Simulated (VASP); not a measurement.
# AsH3 in VASP: settings compared

The runs below take AsH3 through single point, vibrations by finite differences, with HSE06+D3(BJ), PBE+D3(BJ), r2SCAN+rVV10.

Everything below comes from runs of VASP 6.6.1. Logs are shortened: lines on timing, memory, paths and dates and some standing lists are left out, and cuts for length are marked.

## 1. Starting point

The cell holds a molecule in a box, 4 atoms: a = 12.557 Å, b = 13.057 Å, c = 13.557 Å, α = 90.00°, β = 90.00°, γ = 90.00°.

## 2. Single point, HSE06+D3(BJ)

The input, POSCAR:

```
AsH3                                    
1.0
   12.5572003111      0.0000000000      0.0000000000
    0.0000000000     13.0572003111      0.0000000000
    0.0000000000      0.0000000000     13.5572003111
  As              H             
     1     3
Selective dynamics
Direct
     0.5242353622000024    0.5072092103999992    0.4572508723000013   F   F   F
     0.5232520820333039    0.4114908037455250    0.5235243882956855   T   T   T
     0.5477478238870046    0.5751597638262167    0.5474368768548691   T   T   T
     0.4038029111756331    0.5213238326008973    0.4734786744177568   T   T   T
```

The input, INCAR.step1:

```
SYSTEM = AsH3
PREC = Accurate
ENCUT = 400
EDIFF = 1E-5
ISMEAR = 0
SIGMA = 0.01
LREAL = .FALSE.
LASPH = .TRUE.
NELM = 80
ALGO = Normal
ISIF = 2
LWAVE = .TRUE.
LCHARG = .FALSE.
NBANDS = 12
ISYM = 0
TIME = 0.4
GGA = PE
```

The input, INCAR.step2:

```
SYSTEM = AsH3
PREC = Accurate
ENCUT = 400
EDIFF = 1E-7
ISMEAR = 0
SIGMA = 0.01
LREAL = .FALSE.
LASPH = .TRUE.
NELM = 80
ALGO = Damped
ISIF = 2
LWAVE = .FALSE.
LCHARG = .FALSE.
GGA = PE
LHFCALC = .TRUE.
HFSCREEN = 0.2
PRECFOCK = Fast
IVDW = 12
VDW_S6 = 1.0
VDW_S8 = 2.31
VDW_A1 = 0.383
VDW_A2 = 5.685
NBANDS = 12
ISYM = 0
TIME = 0.4
ISTART = 1
```

The input, KPOINTS:

```
Automatic mesh
0
G
  1 1 1
  0 0 0
```

Potentials or basis: VASP PAW PBE potentials, release 64 (As, H).

Started as:

```console
$ cat potpaw_PBE.64/As/POTCAR potpaw_PBE.64/H/POTCAR > POTCAR
$ cp INCAR.step1 INCAR
$ mpirun -np 4 vasp_gam > vasp.out
$ cp INCAR.step2 INCAR
$ mpirun -np 4 vasp_gam > vasp.out
```

OUTCAR:

```text
SYSTEM = AsH3
   PREC = Accurate
   ENCUT = 400
   EDIFF = 1E-7
   ISMEAR = 0
   LREAL = .FALSE.
   LASPH = .TRUE.
   NELM = 80
   ISIF = 2
   GGA = PE
   LHFCALC = .TRUE.
   HFSCREEN = 0.2
   PRECFOCK = Fast
   IVDW = 12
   ISYM = 0
   ISTART = 1
 IVDW          = 12

 ion  position               nearest neighbor table
   1  0.524  0.507  0.457-   3 1.54   4 1.54   2 1.54
   2  0.523  0.411  0.524-   1 1.54
   3  0.548  0.575  0.547-   1 1.54
   4  0.404  0.521  0.473-   1 1.54

IMPORTANT INFORMATION: All symmetrisations will be switched off!
NOSYMM: (Re-)initialisation of all symmetry stuff for point group C_1.

----------------------------------------------------------------------------------------

                                     Primitive cell

  volume of cell :    2222.8640

  direct lattice vectors                    reciprocal lattice vectors
    12.557200311  0.000000000  0.000000000     0.079635586  0.000000000  0.000000000
     0.000000000 13.057200311  0.000000000     0.000000000  0.076586096  0.000000000
     0.000000000  0.000000000 13.557200311     0.000000000  0.000000000  0.073761542

  length of vectors
    12.557200311 13.057200311 13.557200311     0.079635586  0.076586096  0.073761542

  position of ions in fractional coordinates (direct lattice)
     0.524235362  0.507209210  0.457250872
     0.523252082  0.411490804  0.523524388
     0.547747824  0.575159764  0.547436877
     0.403802911  0.521323833  0.473478674

  ion indices of the primitive-cell ions
   primitive index   ion index
                 1           1
                 2           2
                 3           3
                 4           4

----------------------------------------------------------------------------------------

 KPOINTS: Automatic mesh

Automatic generation of k-mesh.
 Grid dimensions read from file:
 generate k-points for:    1    1    1

 Generating k-lattice:

  Cartesian coordinates                     Fractional coordinates (reciprocal lattice)
     0.079635586  0.000000000  0.000000000     1.000000000  0.000000000  0.000000000
     0.000000000  0.076586096  0.000000000     0.000000000  1.000000000  0.000000000
     0.000000000  0.000000000  0.073761542     0.000000000  0.000000000  1.000000000

  Length of vectors
     0.079635586  0.076586096  0.073761542

  Shift w.r.t. Gamma in fractional coordinates (k-lattice)
     0.000000000  0.000000000  0.000000000

 Subroutine IBZKPT returns following result:
 ===========================================

 Found      1 irreducible k-points:

 Following reciprocal coordinates:
            Coordinates               Weight
  0.000000  0.000000  0.000000      1.000000
   k-points           NKPTS =      1   k-points in BZ     NKDIM =      1   number of bands    NBANDS=     12
   number of dos      NEDOS =    301   number of ions     NIONS =      4
   total plane-waves  NPLWV = 680400
   dimension x,y,z NGX =    84 NGY =   90 NGZ =   90
   dimension x,y,z NGXF=   168 NGYF=  180 NGZF=  180
   ions per type =               1   3
   NGX,Y,Z   is equivalent  to a cutoff of  11.12, 11.46, 11.04 a.u.
   NGXF,Y,Z  is equivalent  to a cutoff of  22.24, 22.92, 22.07 a.u.
 SYSTEM =  AsH3
   PREC   = accura    normal or accurate (medium, high low for compatibility)
   ISTART =      1    job   : 0-new  1-cont  2-samecut
   ICHARG =      0    charge: 1-file 2-atom 10-const
   ISPIN  =      1    spin polarized calculation?
   LNONCOLLINEAR =      F non collinear calculations
   LSORBIT =      F    spin-orbit coupling
   LASPH  =      T    aspherical Exc in radial PAW
   ENCUT  =  400.0 eV  29.40 Ry    5.42 a.u.  20.48 21.29 22.11*2*pi/ulx,y,z
   NELM   =     80;   NELMIN=  2; NELMDL=  0     # of ELM steps
   EDIFF  = 0.1E-06   stopping-criterion for ELM
   LREAL  =      F    real-space projection
   EDIFFG = 0.1E-05   stopping-criterion for IOM
   NSW    =      0    number of steps for IOM
   IBRION =     -1    ionic relax: 0-MD 1-quasi-New 2-CG
   NFREE  =      0    steps in history (QN), initial steepest desc. (CG)
   ISIF   =      2    stress and relaxation
   ISYM   =      0    0-nonsym 1-usesym 2-fastsym
   POTIM  = 0.5000    time-step for ionic-motion
   TEBEG  =    0.0;   TEEND  =   0.0 temperature during run
   PSTRESS=    0.0 pullay stress
   NELECT =       8.0000    total number of electrons
   NUPDOWN=      -1.0000    fix difference up-down
   EMIN   =  10.00;   EMAX   =-10.00  energy-range for DOS
   EFERMI =   0.00;   METHOD = LEGACY
   ISMEAR =     0;   SIGMA  =   0.01  broadening in eV -4-tet -1-fermi 0-gaus
   EFERMI_NEDOS =   21; number of points for ismear=-14 and -15
   IALGO  =     53    algorithm
   IMIX   =      4    mixing-type and parameters
     AMIX     =   0.40;   BMIX     =  1.00
     AMIX_MAG =   1.60;   BMIX_MAG =  1.00
  volume/ion in A,a.u.               =     555.72      3750.16
  Fermi-wavevector in a.u.,A,eV,Ry     =   0.250881  0.474096  0.856366  0.062941
  Thomas-Fermi vector in A             =   1.068040
   LORBIT       =      0    0 simple, 1 ext, 2 COOP (PROOUT), +10 PAW based schemes
   GGA     = PE    functional components
   LHFCALC =     T    Hartree Fock is set to
   PRECFOCK=fast      Normal, Fast or Accurate (Low or Medium for compatibility)
   ENCUT4O =  -1.0   cutoff for four orbital integrals eV
   NKREDX  =     1    reduce k-point grid by
   NKREDY  =     1    reduce k-point grid by
   NKREDZ  =     1    reduce k-point grid by
   AEXX    =    0.2500 exact exchange contribution
   HFSCREEN=    0.2000 screening length (either q_TF or 0.3 A-1)
   HFSCREENC=   0.2000 screening length for correlation (either q_TF or 0.3 A-1)
   ENCUTFOCK=  -1.0 apply spherical cutoff to Coloumb kernel
   IVDW    =    12    specifies the selected vdW correction
   LEPSILON=     F    determine dielectric tensor
   LRPA    =     F    only Hartree local field effects (RPA)
 non-spin polarized calculation
 Gauss-broadening in eV      SIGMA  =   0.01
  energy-cutoff  :      400.00
  volume of cell :     2222.86
 maximum number of plane-waves:     20182
 NGX is ok and might be reduce to    84
  NGX = 42; NGY = 48; NGZ = 48
   NGX = 41   NGY = 43   NGZ = 45

 number of electron       8.0000000 magnetization

 Free energy of the ion-electron system (eV)
  ---------------------------------------------------
  ext. energy  EPLUGINS =         0.00000000
  ---------------------------------------------------
  free energy    TOTEN  =       -17.04089655 eV

  energy without entropy =      -17.04089655  energy(sigma->0) =      -17.04089655

 E-fermi :  -7.4236     XC(G=0):  -0.3967

 val. band max:       -7.5187015599   @ k =   0.0000   0.0000   0.0000
 cond. band min:      -0.5750645374   @ k =   0.0000   0.0000   0.0000
 fundamental gap:      6.9436370225
 Fermi energy:        -7.4235937048

 k-point     1 :       0.0000    0.0000    0.0000
  band No.  band energies     occupation
      1     -17.5186      2.00000
      2      -9.6108      2.00000
      3      -9.6105      2.00000
      4      -7.5187      2.00000
      5      -0.5751      0.00000
      6      -0.0084      0.00000
      7       0.0172      0.00000
      8       0.4162      0.00000
      9       0.6427      0.00000
     10       0.6713      0.00000
     11       0.7423      0.00000
     12       0.7769      0.00000

------------------------ aborting loop because EDIFF is reached ----------------------------------------

 Edisp (eV)   -0.02389

 E8    (eV) :    -0.0122

  FORCE on cell =-STRESS in cart. coord.  units (eV):
  Direction    XX          YY          ZZ          XY          YZ          ZX
  --------------------------------------------------------------------------------------
  -------------------------------------------------------------------------------------
  Total      -0.56025    -0.56479    -0.71310    -0.00611     0.01362     0.08248
  in kB      -0.40381    -0.40708    -0.51398    -0.00440     0.00982     0.05945
  external pressure =       -0.44 kB  Pullay stress =        0.00 kB

 VOLUME and BASIS-vectors are now :
 -----------------------------------------------------------------------------
  energy-cutoff  :      400.00
  volume of cell :     2222.86
      direct lattice vectors                 reciprocal lattice vectors
    12.557200311  0.000000000  0.000000000     0.079635586  0.000000000  0.000000000
     0.000000000 13.057200311  0.000000000     0.000000000  0.076586096  0.000000000
     0.000000000  0.000000000 13.557200311     0.000000000  0.000000000  0.073761542

 POSITION                                       TOTAL-FORCE (eV/Angst)
 -----------------------------------------------------------------------------------
      6.58293      6.62273      6.19904        -0.322800     -0.051761      0.614012
      6.57058      5.37292      7.09752         0.041693      0.227412     -0.232539
      6.87818      7.50998      7.42171        -0.014860     -0.144491     -0.292698
      5.07063      6.80703      6.41905         0.295968     -0.031160     -0.088775
 -----------------------------------------------------------------------------------
    total drift:                                0.005834      0.014459     -0.009662

  FREE ENERGIE OF THE ION-ELECTRON SYSTEM (eV)
  ---------------------------------------------------
  free  energy   TOTEN  =       -17.0647844830 eV

  energy  without entropy=      -17.0647844830  energy(sigma->0) =      -17.06478448
```

It took 46 s on 4 MPI ranks of Intel Xeon Platinum 8488C (Sapphire Rapids), shared host; peak memory 0.58 GiB.

What came out:

| Item | Value |
| --- | --- |
| Free energy | -17.0648 eV |
| Largest force | 0.696 eV/Å |
| Gap between the frontier levels | 6.94 eV |
| Dispersion energy per atom | -0.006 eV |

Forces in eV/Å, atoms in the order of the input:
```
As  -0.323 -0.052  0.614
H    0.042  0.227 -0.233
H   -0.015 -0.144 -0.293
H    0.296 -0.031 -0.089
```

Caveat: the PAW data sets were made with another functional, which shifts forces and pressure a little.

(Continued in part 2 of 2.)
